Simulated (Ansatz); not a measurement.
PbS in Ansatz: the effect of functional

Crystal: PbS.

```
CELL_PARAMETERS angstrom
2.06953 1.19485 3.38145
-2.06953 1.19485 3.38145
0.00000 -2.38969 3.38145
ATOMIC_POSITIONS crystal
Pb 0.98057 0.98057 0.98057
S 0.47504 0.47504 0.47504
```

The cell is a database's computed one.

The cell isn't the ideal one: volume scaled by 0.94.

Alike in all runs:

* Program: Ansatz 0.2.0
* Task: single point
* Potentials or basis: Ansatz PAW
* k mesh: 8 × 8 × 8
* Occupations: fermi-dirac, width 0.05 eV
* Spin: no spin polarisation

| functional | cutoff | gap on the mesh (eV) | pressure (GPa) | largest force (eV/Å) |
| --- | --- | --- | --- | --- |
| LDA | 420 eV (not typed: the program's choice for these potentials) | ? | ? | ? |
| PBEsol | 420 eV (not typed: the program's choice for these potentials) | 0.14 | 1.5 | 0.04 |
| r2SCAN | 500 eV (not typed: the program's choice for these potentials) | 0.46 | 4.0 | 0.05 |

Question: What does the run with functional LDA give?

Answer: gap on the mesh 0.13 eV; pressure -0.3 GPa; largest force 0.03 eV/Å.

Caveats: spin-orbit coupling is left out, which as a rule narrows the gap of such compounds by several tenths of an eV; the PAW data sets come from PBE, with cores solved anew for the run's functional, which leaves a small shift of forces and pressure.

A k mesh can miss the band edges.
